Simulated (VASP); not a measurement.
# Rb (I4/mmm) in VASP: single point with LDA

Aim: the single point of Rb with LDA.

Program: VASP 6.6.1. These are calculated values, not measurements. Logs are shortened: lines on timing, memory, paths and dates and some standing lists are left out, and cuts for length are marked.

## (1) Starting point

It takes space group I4/mmm (No. 139, tetragonal). Conventional cell: a = 5.909 Å, b = 5.909 Å, c = 5.462 Å, α = 90.00°, β = 90.00°, γ = 90.00°.

This isn't the form of Rb at room conditions, which is bcc.

## (2) Single point, LDA

INCAR

```
PREC = Accurate
ENCUT = 520
EDIFF = 1E-7
ISMEAR = 0
SIGMA = 0.15
LREAL = F
LASPH = T
NELM = 100
ALGO = Fast
ISIF = 2
LWAVE = F
LCHARG = F
GGA = CA
NBANDS = 10
```

KPOINTS

```
Automatic mesh
0
Gamma
  12 12 12
```

POSCAR

```
Rb
1.0
   -2.9545118615      2.9545118615      2.7308451955
    2.9545118615     -2.9545118615      2.7308451955
    2.9545118615      2.9545118615     -2.7308451955
Rb
1
Direct
    0.0000000000      0.0000000000      0.0000000000
```

Potentials or basis: VASP PAW LDA potentials, release 64 (Rb_sv).

Launch:

```sh
$ cat potpaw_LDA.64/Rb_sv/POTCAR > POTCAR
$ mpirun -np 1 vasp_std > vasp.out
```

OUTCAR:

```text
PREC = Accurate
   ENCUT = 520
   EDIFF = 1E-7
   ISMEAR = 0
   LREAL = F
   LASPH = T
   NELM = 100
   ISIF = 2
   GGA = CA

 ion  position               nearest neighbor table
   1  0.000  0.000  0.000-

  LATTYP: Found a body centered tetragonal cell.
 ALAT       =     5.9090237230
 C/A-ratio  =     0.9242965754

  Lattice vectors:

 A1 = (  -2.9545118615,   2.9545118615,   2.7308451955)
 A2 = (   2.9545118615,  -2.9545118615,   2.7308451955)
 A3 = (   2.9545118615,   2.9545118615,  -2.7308451955)

Analysis of symmetry for initial positions (statically):
=====================================================================
 Subroutine PRICEL returns:
 Original cell was already a primitive cell.

 Routine SETGRP: Setting up the symmetry group for a
 body centered tetragonal supercell.

 Subroutine GETGRP returns: Found 16 space group operations
 (whereof 16 operations were pure point group operations)
 out of a pool of 16 trial point group operations.

The static configuration has the point symmetry D_4h.

Analysis of symmetry for dynamics (positions and initial velocities):
=====================================================================
 Subroutine PRICEL returns:
 Original cell was already a primitive cell.

 Routine SETGRP: Setting up the symmetry group for a
 body centered tetragonal supercell.

 Subroutine GETGRP returns: Found 16 space group operations
 (whereof 16 operations were pure point group operations)
 out of a pool of 16 trial point group operations.

The dynamic configuration has the point symmetry D_4h.

 Subroutine INISYM returns: Found 16 space group operations
 (whereof 16 operations are pure point group operations),
 and found     1 'primitive' translations

----------------------------------------------------------------------------------------

                                     Primitive cell

  volume of cell :      95.3517

  direct lattice vectors                    reciprocal lattice vectors
    -2.954511861  2.954511861  2.730845196     0.000000000  0.169232693  0.183093498
     2.954511861 -2.954511861  2.730845196     0.169232693  0.000000000  0.183093498
     2.954511861  2.954511861 -2.730845196     0.169232693  0.169232693  0.000000000

  length of vectors
     4.991572514  4.991572514  4.991572514     0.249324956  0.249324956  0.239331170

  position of ions in fractional coordinates (direct lattice)
     0.000000000  0.000000000  0.000000000

  ion indices of the primitive-cell ions
   primitive index   ion index
                 1           1

----------------------------------------------------------------------------------------

 KPOINTS: Automatic mesh

Automatic generation of k-mesh.
 Grid dimensions read from file:
 generate k-points for:   12   12   12

 Generating k-lattice:

  Cartesian coordinates                     Fractional coordinates (reciprocal lattice)
     0.000000000  0.014102724  0.015257792     0.083333333 -0.000000000  0.000000000
     0.014102724  0.000000000  0.015257792    -0.000000000  0.083333333  0.000000000
     0.014102724  0.014102724  0.000000000     0.000000000  0.000000000  0.083333333

  Length of vectors
     0.020777080  0.020777080  0.019944264

  Shift w.r.t. Gamma in fractional coordinates (k-lattice)
     0.000000000  0.000000000  0.000000000

 Subroutine IBZKPT returns following result:
 ===========================================

 Found    163 irreducible k-points:

 Following reciprocal coordinates:
            Coordinates               Weight
  0.000000  0.000000  0.000000      1.000000
  0.083333 -0.000000  0.000000      8.000000
  0.166667 -0.000000  0.000000      8.000000
  0.250000 -0.000000  0.000000      8.000000
  0.333333 -0.000000  0.000000      8.000000
  0.416667 -0.000000  0.000000      8.000000
[... 16 lines left out ...]
  0.500000  0.166667  0.000000     16.000000
 -0.416667  0.166667 -0.000000     16.000000
 [... further k-points ...]
   k-points           NKPTS =    163   k-points in BZ     NKDIM =    163   number of bands    NBANDS=     10
   number of dos      NEDOS =    301   number of ions     NIONS =      1
   total plane-waves  NPLWV =  64000
   dimension x,y,z NGX =    40 NGY =   40 NGZ =   40
   dimension x,y,z NGXF=    80 NGYF=   80 NGZF=   80
   ions per type =               1
   NGX,Y,Z   is equivalent  to a cutoff of  13.32, 13.32, 13.32 a.u.
   NGXF,Y,Z  is equivalent  to a cutoff of  26.64, 26.64, 26.64 a.u.
 SYSTEM =  unknown system
   PREC   = accura    normal or accurate (medium, high low for compatibility)
   ISTART =      0    job   : 0-new  1-cont  2-samecut
   ICHARG =      2    charge: 1-file 2-atom 10-const
   ISPIN  =      1    spin polarized calculation?
   LNONCOLLINEAR =      F non collinear calculations
   LSORBIT =      F    spin-orbit coupling
   LASPH  =      T    aspherical Exc in radial PAW
   ENCUT  =  520.0 eV  38.22 Ry    6.18 a.u.   9.28  9.28  9.28*2*pi/ulx,y,z
   NELM   =    100;   NELMIN=  2; NELMDL= -5     # of ELM steps
   EDIFF  = 0.1E-06   stopping-criterion for ELM
   LREAL  =      F    real-space projection
   EDIFFG = 0.1E-05   stopping-criterion for IOM
   NSW    =      0    number of steps for IOM
   IBRION =     -1    ionic relax: 0-MD 1-quasi-New 2-CG
   NFREE  =      0    steps in history (QN), initial steepest desc. (CG)
   ISIF   =      2    stress and relaxation
   ISYM   =      2    0-nonsym 1-usesym 2-fastsym
   POTIM  = 0.5000    time-step for ionic-motion
   TEBEG  =    0.0;   TEEND  =   0.0 temperature during run
   PSTRESS=    0.0 pullay stress
   NELECT =       9.0000    total number of electrons
   NUPDOWN=      -1.0000    fix difference up-down
   EMIN   =  10.00;   EMAX   =-10.00  energy-range for DOS
   EFERMI =   0.00;   METHOD = LEGACY
   ISMEAR =     0;   SIGMA  =   0.15  broadening in eV -4-tet -1-fermi 0-gaus
   EFERMI_NEDOS =   21; number of points for ismear=-14 and -15
   IALGO  =     68    algorithm
   IMIX   =      4    mixing-type and parameters
     AMIX     =   0.40;   BMIX     =  1.00
     AMIX_MAG =   1.60;   BMIX_MAG =  1.00
  volume/ion in A,a.u.               =      95.35       643.47
  Fermi-wavevector in a.u.,A,eV,Ry     =   0.745383  1.408570  7.559340  0.555596
  Thomas-Fermi vector in A             =   1.840957
   LORBIT       =      0    0 simple, 1 ext, 2 COOP (PROOUT), +10 PAW based schemes
   GGA     = CA    functional components
   LHFCALC =     F    Hartree Fock is set to
   AEXX    =    0.0000 exact exchange contribution
   IVDW    =     0    specifies the selected vdW correction
   LEPSILON=     F    determine dielectric tensor
   LRPA    =     F    only Hartree local field effects (RPA)
 non-spin polarized calculation
 RMM-DIIS sequential band-by-band and
 Gauss-broadening in eV      SIGMA  =   0.15
  energy-cutoff  :      520.00
  volume of cell :       95.35
 maximum number of plane-waves:      2602
 NGX is ok and might be reduce to    40
   NGX = 19   NGY = 19   NGZ = 19

 number of electron       9.0000000 magnetization

 Free energy of the ion-electron system (eV)
  ---------------------------------------------------
  ext. energy  EPLUGINS =         0.00000000
  ---------------------------------------------------
  free energy    TOTEN  =        -1.03196298 eV

  energy without entropy =       -1.02105095  energy(sigma->0) =       -1.02650696

 E-fermi :  -0.3099     XC(G=0):  -5.5593

 val. band max:       -0.3141224099   @ k =  -0.4167   0.4167   0.1667
 cond. band min:      -0.3098418745   @ k =   0.3333   0.0833   0.0833
 fundamental gap:      0.0042805354
 Fermi energy:        -0.3098918113

 k-point     1 :       0.0000    0.0000    0.0000
  band No.  band energies     occupation
      1     -29.1300      2.00000
      2     -13.2347      2.00000
      3     -13.2347      2.00000
      4     -13.2337      2.00000
      5      -2.2243      2.00000
      6       2.9865      0.00000
      7       3.3816      0.00000
      8       3.3816      0.00000
      9       3.8935      0.00000
     10       4.4340      0.00000

 k-point     2 :       0.0833   -0.0000    0.0000
  band No.  band energies     occupation
      1     -29.1297      2.00000
      2     -13.2399      2.00000
      3     -13.2367      2.00000
      4     -13.2344      2.00000
      5      -2.1425      2.00000
      6       2.9586      0.00000
      7       3.2514      0.00000
      8       3.3605      0.00000
      9       3.8623      0.00000
     10       4.2854      0.00000

 k-point     3 :       0.1667   -0.0000    0.0000
  band No.  band energies     occupation
      1     -29.1291      2.00000
      2     -13.2555      2.00000
      3     -13.2421      2.00000
      4     -13.2349      2.00000
      5      -1.9022      2.00000
      6       2.7770      0.00000
      7       2.7964      0.00000
      8       3.4813      0.00000
      9       3.9054      0.00000
     10       4.1403      0.00000

 k-point     4 :       0.2500   -0.0000    0.0000
  band No.  band energies     occupation
      1     -29.1282      2.00000
      2     -13.2765      2.00000
      3     -13.2495      2.00000
      4     -13.2357      2.00000
      5      -1.5181      2.00000
      6       2.1952      0.00000
      7       2.5161      0.00000
      8       3.7925      0.00000
      9       4.0324      0.00000
     10       4.1030      0.00000
[... 222 lines left out ...]
 k-point    22 :       0.4167    0.1667    0.0000
  band No.  band energies     occupation
      1     -29.1263      2.00000
      2     -13.3106      2.00000
      3     -13.2707      2.00000
      4     -13.2433      2.00000
      5       0.2072      0.00000
      6       0.6384      0.00000
      7       1.7750      0.00000
      8       3.4181      0.00000
      9       4.3849      0.00000
     10       4.7456      0.00000

 k-point    23 :       0.5000    0.1667    0.0000
  band No.  band energies     occupation
      1     -29.1265      2.00000
      2     -13.3065      2.00000
      3     -13.2680      2.00000
      4     -13.2422      2.00000
      5      -0.2870      0.82927
      6       1.1143      0.00000
      7       1.8218      0.00000
      8       3.5427      0.00000
      9       4.2484      0.00000
     10       4.6828      0.00000

 k-point    24 :      -0.4167    0.1667   -0.0000
  band No.  band energies     occupation
      1     -29.1271      2.00000
      2     -13.2969      2.00000
      3     -13.2601      2.00000
      4     -13.2406      2.00000
      5      -0.8555      2.00000
      6       1.6137      0.00000
      7       2.0189      0.00000
      8       3.8260      0.00000
      9       3.9532      0.00000
     10       4.5952      0.00000

 [... further k-points ...]
[... 5 lines left out ...]
  --------------------------------------------------------------------------------------
  -------------------------------------------------------------------------------------
  Total       -0.2985242     -0.2985242     -0.2896872      0.0000000      0.0000000      0.0000000
  in kB       -5.0160473     -5.0160473     -4.8675596      0.0000000      0.0000000      0.0000000
  external PRESSURE =      -4.9665514 kB  Pullay stress =       0.0000000 kB

 VOLUME and BASIS-vectors are now :
 -----------------------------------------------------------------------------
  energy-cutoff  :      520.00
  volume of cell :       95.35
      direct lattice vectors                 reciprocal lattice vectors
    -2.954511861  2.954511861  2.730845196     0.000000000  0.169232693  0.183093498
     2.954511861 -2.954511861  2.730845196     0.169232693  0.000000000  0.183093498
     2.954511861  2.954511861 -2.730845196     0.169232693  0.169232693  0.000000000

 POSITION                                       TOTAL-FORCE (eV/Angst)
 -----------------------------------------------------------------------------------
      0.00000      0.00000      0.00000        -0.000000      0.000000      0.000000
 -----------------------------------------------------------------------------------
    total drift:                                0.000000      0.000000     -0.000000

  FREE ENERGIE OF THE ION-ELECTRON SYSTEM (eV)
  ---------------------------------------------------
  free  energy   TOTEN  =        -1.0319629765 eV

  energy  without entropy=       -1.0210509527  energy(sigma->0) =       -1.02650696
```

It took 2.5 min on 1 thread of Intel Xeon Platinum 8259CL at 2.50GHz (Skylake/Cascade Lake), shared host; peak memory 0.3 GiB.

What came out:

* Free energy: -1.0320 eV
* Pressure: -0.5 GPa
* Band gap on the k mesh: none (metal or under the smearing width)

Levels at points of the mesh, in eV from the Fermi level:
```tsv
k point	band 1	band 2	band 3	band 4	band 5	band 6	band 7	band 8	band 9	band 10
(0.00, 0.00, 0.00)	-28.82	-12.92	-12.92	-12.92	-1.91	3.30	3.69	3.69	4.20	4.74
(0.50, 0.00, 0.00)	-28.82	-13.01	-12.95	-12.93	0.28	0.88	2.41	4.09	4.99	5.20
(0.50, 0.50, 0.00)	-28.82	-13.01	-12.95	-12.92	0.11	0.71	2.81	3.90	4.84	5.39
(0.50, 0.50, 0.50)	-28.81	-12.99	-12.99	-12.98	1.23	1.39	2.89	2.89	3.65	4.37
```
